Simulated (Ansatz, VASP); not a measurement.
# One calculation of Re, two programs

```xyz
2
Lattice="2.7452 0.0000 0.0000 -1.3726 2.3774 0.0000 0.0000 0.0000 28.3304" Properties=species:S:1:pos:R:3 pbc="T T T"
Re    0.0000    0.0000    9.1288
Re    0.0000    0.0000    6.8712
```

Alike in both runs: functional PBE; k mesh 24 × 24 × 1; occupations gaussian, width 0.1 eV; no spin polarisation.

Ansatz relaxed the structure, and its values are those at the end. VASP's run is a single point on that final structure, the one shown.

|  | VASP | Ansatz |
| --- | --- | --- |
| version | VASP 6.6.1 | Ansatz 0.2.0 |
| potentials or method | VASP PAW PBE potentials, release 64 (Re) | scalar-relativistic, plane waves, PAW |
| plane-wave cutoff (eV) | 520 | 420 |
| valence electrons in the cell | 14 | 30 |

|  | VASP | Ansatz | Ansatz less VASP |
| --- | --- | --- | --- |
| gap on the k mesh at the Fermi level (eV) | none | none | - |
| rms of the force components (eV/Å) | 0.296 | 0.003 | -0.2931 |

A gap of «none» marks a metal or a gap that the smearing closes. One of these differences is far larger than is usual between the two programs; its cause wasn't traced. The functional is the same, so the differences come from potentials, cutoffs and numerics. The two sets of potentials don't hold the same shells in valence. Ansatz warned: «slab_cell_height_set».

Spin-orbit coupling is left out, which matters for the levels of Re.
